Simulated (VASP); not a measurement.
# ZnH (Pm-3m) in VASP: settings compared

Aim: see how the results for ZnH move with the level of theory and the settings. Levels: PBE, LDA, PBE+D3, PW91. Tasks: relaxation of cell and atoms, electrostatic potential.

Program: VASP 6.6.1. These are calculated values, not measurements. Logs are shortened: lines on timing, memory, paths and dates and some standing lists are left out, and cuts for length are marked.

**1. The structure**

The structure is cubic, space group Pm-3m (No. 221). Conventional cell: a = 2.948 Å, b = 2.948 Å, c = 2.948 Å, α = 90.00°, β = 90.00°, γ = 90.00°. Zn (site symmetry m-3m) has 8 H at 2.55 Å as nearest neighbours. Around H (site symmetry m-3m) lie 8 Zn at 2.55 Å.

The cell was built by a generator and needn't be a form met in nature.

**2. Relaxation of cell and atoms, PBE**

INCAR reads:

```
PREC = Accurate
ENCUT = 600
EDIFF = 1E-6
ISMEAR = 0
SIGMA = 0.05
LREAL = F
LASPH = T
NELM = 100
ALGO = Fast
ISIF = 3
LWAVE = F
LCHARG = F
GGA = PE
IBRION = 2
NSW = 40
EDIFFG = -0.01
```

KPOINTS reads:

```
Automatic mesh
0
Gamma
  9 9 9
```

POSCAR reads:

```
ZnH
1.0
    2.9480170800      0.0000000000      0.0000000000
    0.0000000000      2.9480170800      0.0000000000
    0.0000000000      0.0000000000      2.9480170800
Zn H
1 1
Direct
    0.5000000000      0.5000000000      0.5000000000
    0.0000000000      0.0000000000      0.0000000000
```

Potentials or basis: VASP PAW PBE potentials, release 64 (Zn, H).

Started as:

```sh
cat potpaw_PBE.64/Zn/POTCAR potpaw_PBE.64/H/POTCAR > POTCAR
mpirun -np 1 vasp_std > vasp.out
```

OUTCAR:

```text
PREC = Accurate
   ENCUT = 600
   EDIFF = 1E-6
   ISMEAR = 0
   LREAL = F
   LASPH = T
   NELM = 100
   ISIF = 3
   GGA = PE
   IBRION = 2
   NSW = 40
   EDIFFG = -0.01

 ion  position               nearest neighbor table
   1  0.500  0.500  0.500-
   2  0.000  0.000  0.000-

  LATTYP: Found a simple cubic cell.
 ALAT       =     2.9480170800

  Lattice vectors:

 A1 = (   2.9480170800,   0.0000000000,   0.0000000000)
 A2 = (   0.0000000000,   2.9480170800,   0.0000000000)
 A3 = (   0.0000000000,   0.0000000000,   2.9480170800)

Analysis of symmetry for initial positions (statically):
=====================================================================
 Subroutine PRICEL returns:
 Original cell was already a primitive cell.

 Routine SETGRP: Setting up the symmetry group for a
 simple cubic supercell.

 Subroutine GETGRP returns: Found 48 space group operations
 (whereof 48 operations were pure point group operations)
 out of a pool of 48 trial point group operations.

The static configuration has the point symmetry O_h .

Analysis of symmetry for dynamics (positions and initial velocities):
=====================================================================
 Subroutine PRICEL returns:
 Original cell was already a primitive cell.

 Routine SETGRP: Setting up the symmetry group for a
 simple cubic supercell.

 Subroutine GETGRP returns: Found 48 space group operations
 (whereof 48 operations were pure point group operations)
 out of a pool of 48 trial point group operations.

The dynamic configuration has the point symmetry O_h .

 Subroutine INISYM returns: Found 48 space group operations
 (whereof 48 operations are pure point group operations),
 and found     1 'primitive' translations

----------------------------------------------------------------------------------------

                                     Primitive cell

  volume of cell :      25.6206

  direct lattice vectors                    reciprocal lattice vectors
     2.948017080  0.000000000  0.000000000     0.339211060  0.000000000  0.000000000
     0.000000000  2.948017080  0.000000000     0.000000000  0.339211060  0.000000000
     0.000000000  0.000000000  2.948017080     0.000000000  0.000000000  0.339211060

  length of vectors
     2.948017080  2.948017080  2.948017080     0.339211060  0.339211060  0.339211060

  position of ions in fractional coordinates (direct lattice)
     0.500000000  0.500000000  0.500000000
     0.000000000  0.000000000  0.000000000

  ion indices of the primitive-cell ions
   primitive index   ion index
                 1           1
                 2           2

[... 80 lines left out ...]
   TEBEG  =    0.0;   TEEND  =   0.0 temperature during run
   PSTRESS=    0.0 pullay stress
   NELECT =      13.0000    total number of electrons
   NUPDOWN=      -1.0000    fix difference up-down
   EMIN   =  10.00;   EMAX   =-10.00  energy-range for DOS
   EFERMI =   0.00;   METHOD = LEGACY
   ISMEAR =     0;   SIGMA  =   0.05  broadening in eV -4-tet -1-fermi 0-gaus
   EFERMI_NEDOS =   21; number of points for ismear=-14 and -15
   IALGO  =     68    algorithm
   IMIX   =      4    mixing-type and parameters
     AMIX     =   0.40;   BMIX     =  1.00
     AMIX_MAG =   1.60;   BMIX_MAG =  1.00
  volume/ion in A,a.u.               =      12.81        86.45
  Fermi-wavevector in a.u.,A,eV,Ry     =   1.305748  2.467505 23.197623  1.704977
  Thomas-Fermi vector in A             =   2.436596
   LORBIT       =      0    0 simple, 1 ext, 2 COOP (PROOUT), +10 PAW based schemes
   GGA     = PE    functional components
   LHFCALC =     F    Hartree Fock is set to
   AEXX    =    0.0000 exact exchange contribution
   IVDW    =     0    specifies the selected vdW correction
   LEPSILON=     F    determine dielectric tensor
   LRPA    =     F    only Hartree local field effects (RPA)
 conjugate gradient relaxation of ions
 non-spin polarized calculation
 RMM-DIIS sequential band-by-band and
 Gauss-broadening in eV      SIGMA  =   0.05
  energy-cutoff  :      600.00
  volume of cell :       25.62
 maximum number of plane-waves:       870
 NGX is ok and might be reduce to    24
   NGX = 11   NGY = 11   NGZ = 11

--------------------------------------- Ionic step        1  -------------------------------------------

 number of electron      12.9999993 magnetization

 Free energy of the ion-electron system (eV)
  ---------------------------------------------------
  ext. energy  EPLUGINS =         0.00000000
  ---------------------------------------------------
  free energy    TOTEN  =        -2.95675391 eV

  energy without entropy =       -2.95586685  energy(sigma->0) =       -2.95631038

 E-fermi :   0.7301     XC(G=0):  -9.8704

 val. band max:        0.6303746194   @ k =   0.4444   0.4444   0.0000
 cond. band min:       0.7829121754   @ k =   0.3333   0.2222   0.1111
 fundamental gap:      0.1525375560
 Fermi energy:         0.7300942133

 k-point     1 :       0.0000    0.0000    0.0000
  band No.  band energies     occupation
      1      -7.9727      2.00000
      2      -6.4254      2.00000
      3      -6.4254      2.00000
      4      -5.8246      2.00000
      5      -5.8246      2.00000
      6      -5.8246      2.00000
      7       5.1303      0.00000
      8       9.6089      0.00000
      9       9.6089      0.00000
     10       9.6089      0.00000
[... 400 lines left out ...]
  FREE ENERGIE OF THE ION-ELECTRON SYSTEM (eV)
  ---------------------------------------------------
  free  energy   TOTEN  =        -3.1734814976 eV

  energy  without entropy=       -3.1722039041  energy(sigma->0) =       -3.17284270

[... ionic steps 4 to 8 ...]

--------------------------------------- Ionic step        9  -------------------------------------------

 number of electron      12.9999986 magnetization

------------------------ aborting loop because EDIFF is reached ----------------------------------------
[... 67 lines left out ...]
--------------------------------------- Ionic step       11  -------------------------------------------

 number of electron      12.9999987 magnetization

 Free energy of the ion-electron system (eV)
  ---------------------------------------------------
  ext. energy  EPLUGINS =         0.00000000
  ---------------------------------------------------
  free energy    TOTEN  =        -3.17647302 eV

  energy without entropy =       -3.17515959  energy(sigma->0) =       -3.17581631

 E-fermi :   2.4931     XC(G=0): -11.0328

 val. band max:        2.4594359470   @ k =   0.4444   0.4444   0.0000
 cond. band min:       2.5318764052   @ k =   0.3333   0.2222   0.1111
 fundamental gap:      0.0724404583
 Fermi energy:         2.4930978164

 k-point     1 :       0.0000    0.0000    0.0000
  band No.  band energies     occupation
      1      -8.4052      2.00000
      2      -5.4559      2.00000
      3      -5.4559      2.00000
      4      -4.4607      2.00000
      5      -4.4607      2.00000
      6      -4.4607      2.00000
      7       8.3904      0.00000
      8      12.4968      0.00000
      9      12.4968      0.00000
     10      12.4968      0.00000
[... 328 lines left out ...]
  FREE ENERGIE OF THE ION-ELECTRON SYSTEM (eV)
  ---------------------------------------------------
  free  energy   TOTEN  =        -3.1764730233 eV

  energy  without entropy=       -3.1751595896  energy(sigma->0) =       -3.17581631

 reached required accuracy - stopping structural energy minimisation
```

OSZICAR:

```text
N       E                     dE             d eps       ncg     rms          rms(c)
DAV:   1     0.368337750796E+02    0.36834E+02   -0.67133E+03   700   0.171E+03
DAV:   2    -0.235445538542E+01   -0.39188E+02   -0.38139E+02   708   0.215E+02
DAV:   3    -0.322007616171E+01   -0.86562E+00   -0.86226E+00   780   0.354E+01
[... 94 lines left out ...]
DAV:   1    -0.317663083623E+01   -0.14158E-03   -0.19644E-03   818   0.107E+00    0.900E-02
RMM:   2    -0.317648999905E+01    0.14084E-03   -0.49762E-04   700   0.377E-01    0.308E-02
RMM:   3    -0.317647836980E+01    0.11629E-04   -0.98221E-06   699   0.553E-02    0.166E-02
RMM:   4    -0.317647307221E+01    0.52976E-05   -0.35552E-06   547   0.218E-02    0.254E-03
RMM:   5    -0.317647302326E+01    0.48955E-07   -0.16453E-06   401   0.244E-02
  11 F= -.31764730E+01 E0= -.31758163E+01  d E =-.521669E-03
```

Run time: 38 s. Hardware: 1 thread of Intel Xeon 6975P-C (Granite Rapids), shared host; peak memory 0.14 GiB.

What came out:

```yaml
Free_energy: -3.1765 eV
Relaxed_volume: 9.94 Å³/atom
Relaxed_cell: a = 2.709 Å, b = 2.709 Å, c = 2.709 Å, α = 90.00°, β = 90.00°, γ = 90.00°
Space_group_after_relaxing_to_0.05_Å: Pm-3m (No. 221)
Energy_gained_by_relaxing: 109.9 meV/atom
Ionic_steps: 11
Pressure_after_relaxing: 0.0 GPa
Band_gap_on_the_k_mesh: none (metal or under the smearing width)
```

Step by step:
```tsv
step	energy change (eV)	largest force (eV/Å)	pressure (GPa)	volume (Å³)
1	0.0000	0.0000	-9.82	25.62
2	-0.1494	0.0000	-6.84	22.82
3	-0.2167	0.0000	-1.64	20.46
4	-0.2197	0.0000	-0.33	19.85
5	-0.2192	0.0000	0.71	19.70
6	-0.2197	0.0000	0.50	19.85
7	-0.2187	0.0000	-1.05	20.23
8	-0.2197	0.0000	-0.29	19.97
9	-0.2197	0.0000	-0.43	19.93
10	-0.2197	0.0000	-0.24	19.89
11	-0.2197	0.0000	-0.02	19.87
```

Final structure:
```
Zn H
1.0
     2.70866    0.00000    0.00000
     0.00000    2.70866    0.00000
     0.00000    0.00000    2.70866
Zn H
1 1
Direct
  0.50000 0.50000 0.50000
  0.00000 0.00000 0.00000
```

Levels at points of the mesh, in eV from the Fermi level:
| k point | band 2 | band 3 | band 4 | band 5 | band 6 | band 7 | band 8 | band 9 | band 10 |
| --- | --- | --- | --- | --- | --- | --- | --- | --- | --- |
| (0.00, 0.00, 0.00) | -7.95 | -7.95 | -6.95 | -6.95 | -6.95 | 5.90 | 10.00 | 10.00 | 10.00 |

Caveat: the volume moved by over 15 % at a fixed basis, so the end points are rough.

**3. Relaxation of cell and atoms, LDA**

INCAR reads:

```
PREC = Accurate
ENCUT = 600
EDIFF = 1E-6
ISMEAR = 0
SIGMA = 0.05
LREAL = F
LASPH = T
NELM = 80
ALGO = Normal
ISIF = 3
LWAVE = F
LCHARG = F
IBRION = 2
NSW = 60
EDIFFG = -0.02
```

KPOINTS reads:

```
regular mesh
0
Gamma
  9 9 9
```

POSCAR is that of step 2.

Potentials or basis: VASP PAW LDA potentials, release 64 (Zn, H).

Started as:

```sh
cat potpaw_LDA.64/Zn/POTCAR potpaw_LDA.64/H/POTCAR > POTCAR
mpirun -np 1 vasp_std > vasp.out
```

OUTCAR:

```text
PREC = Accurate
   ENCUT = 600
   EDIFF = 1E-6
   ISMEAR = 0
   LREAL = F
   LASPH = T
   NELM = 80
   ISIF = 3
   IBRION = 2
   NSW = 60
   EDIFFG = -0.02

 ion  position               nearest neighbor table
   1  0.500  0.500  0.500-
   2  0.000  0.000  0.000-

  LATTYP: Found a simple cubic cell.
 ALAT       =     2.9480170800

  Lattice vectors:

 A1 = (   2.9480170800,   0.0000000000,   0.0000000000)
 A2 = (   0.0000000000,   2.9480170800,   0.0000000000)
 A3 = (   0.0000000000,   0.0000000000,   2.9480170800)

Analysis of symmetry for initial positions (statically):
=====================================================================
 Subroutine PRICEL returns:
 Original cell was already a primitive cell.

 Routine SETGRP: Setting up the symmetry group for a
 simple cubic supercell.

[... 325 lines left out ...]

 val. band max:        3.0136762950   @ k =   0.4444   0.4444   0.0000
 cond. band min:       3.0827836560   @ k =   0.3333   0.2222   0.1111
 fundamental gap:      0.0691073610
 Fermi energy:         3.0444889128

 k-point     1 :       0.0000    0.0000    0.0000
  band No.  band energies     occupation
      1      -8.7521      2.00000
      2      -5.3820      2.00000
      3      -5.3820      2.00000
      4      -4.1877      2.00000
      5      -4.1877      2.00000
      6      -4.1877      2.00000
      7       9.7534      0.00000
      8      13.3993      0.00000
      9      13.3993      0.00000
     10      13.3993      0.00000
[... 287 lines left out ...]
 k-point    24 :       0.4444    0.3333    0.1111
  band No.  band energies     occupation
      1      -5.6398      2.00000
      2      -4.9971      2.00000
      3      -4.5975      2.00000
      4      -4.5018      2.00000
      5      -4.2141      2.00000
      6      -1.1613      2.00000
      7       1.6881      2.00000
      8       5.8848      0.00000
      9       8.9886      0.00000
     10      16.6340      0.00000

 [... further k-points ...]
[... 5 lines left out ...]
  --------------------------------------------------------------------------------------
  -------------------------------------------------------------------------------------
  Total        0.0034312      0.0034312      0.0034312     -0.0000000     -0.0000000      0.0000000
  in kB        0.3035615      0.3035615      0.3035615     -0.0000000     -0.0000000      0.0000000
  external PRESSURE =       0.3035615 kB  Pullay stress =       0.0000000 kB
[... 17 lines left out ...]
  FREE ENERGIE OF THE ION-ELECTRON SYSTEM (eV)
  ---------------------------------------------------
  free  energy   TOTEN  =        -4.1539434322 eV

  energy  without entropy=       -4.1525635074  energy(sigma->0) =       -4.15325347

 reached required accuracy - stopping structural energy minimisation
```

OSZICAR:

```text
N       E                     dE             d eps       ncg     rms          rms(c)
DAV:   1     0.367499049141E+02    0.36750E+02   -0.67252E+03   700   0.171E+03
DAV:   2    -0.304496297159E+01   -0.39795E+02   -0.38732E+02   708   0.217E+02
DAV:   3    -0.393318266365E+01   -0.88822E+00   -0.88393E+00   780   0.358E+01
[... 45 lines left out ...]
DAV:   2    -0.415668932210E+01    0.19473E-01   -0.89020E-02   782   0.819E+00    0.365E-01
DAV:   3    -0.415474084618E+01    0.19485E-02   -0.10688E-03   758   0.585E-01    0.193E-01
DAV:   4    -0.415394750448E+01    0.79334E-03   -0.28195E-04   960   0.313E-01    0.124E-02
DAV:   5    -0.415394361407E+01    0.38904E-05   -0.24386E-05   938   0.664E-02    0.300E-03
DAV:   6    -0.415394343220E+01    0.18188E-06   -0.15151E-06   472   0.128E-02
   5 F= -.41539434E+01 E0= -.41532535E+01  d E =-.460770E+00
```

CONTCAR:

```text
ZnH
   1.00000000000000
     2.6260628699857214   -0.0000000000000000   -0.0000000000000000
    -0.0000000000000000    2.6260628699857214   -0.0000000000000000
     0.0000000000000000    0.0000000000000000    2.6260628699857214
  Zn              H
     1     1
Direct
     0.5000000000000000    0.5000000000000000    0.5000000000000000
     0.0000000000000000    0.0000000000000000    0.0000000000000000

  0.00000000E+00  0.00000000E+00  0.00000000E+00
  0.00000000E+00  0.00000000E+00  0.00000000E+00
```

It took 16 s on 1 thread of Intel Xeon 6975P-C (Granite Rapids), shared host; peak memory 0.14 GiB.

What came out:

```
Free energy                            : -4.1539 eV
Relaxed volume                         : 9.05 Å³/atom
Relaxed cell                           : a = 2.626 Å, b = 2.626 Å, c = 2.626 Å, α = 90.00°, β = 90.00°, γ = 90.00°
Space group after relaxing (to 0.05 Å) : Pm-3m (No. 221)
Energy gained by relaxing              : 230.4 meV/atom
Ionic steps                            : 5
Pressure after relaxing                : 0.0 GPa
Band gap on the k mesh                 : none (metal or under the smearing width)
```

Step by step:
| step | energy change (eV) | largest force (eV/Å) | pressure (GPa) | volume (Å³) |
| --- | --- | --- | --- | --- |
| 1 | 0.0000 | 0.0000 | -14.13 | 25.62 |
| 2 | -0.3204 | 0.0000 | -10.91 | 21.66 |
| 3 | -0.4552 | 0.0000 | -2.92 | 18.73 |
| 4 | -0.4601 | 0.0000 | 1.00 | 17.91 |
| 5 | -0.4608 | 0.0000 | 0.03 | 18.11 |

Final structure:
```
Zn H
1.0
     2.62606    0.00000    0.00000
     0.00000    2.62606    0.00000
     0.00000    0.00000    2.62606
Zn H
1 1
Direct
  0.50000 0.50000 0.50000
  0.00000 0.00000 0.00000
```

Caveat: the volume moved by over 15 % at a fixed basis, so the end points are rough.

(Continued in part 2 of 2.)
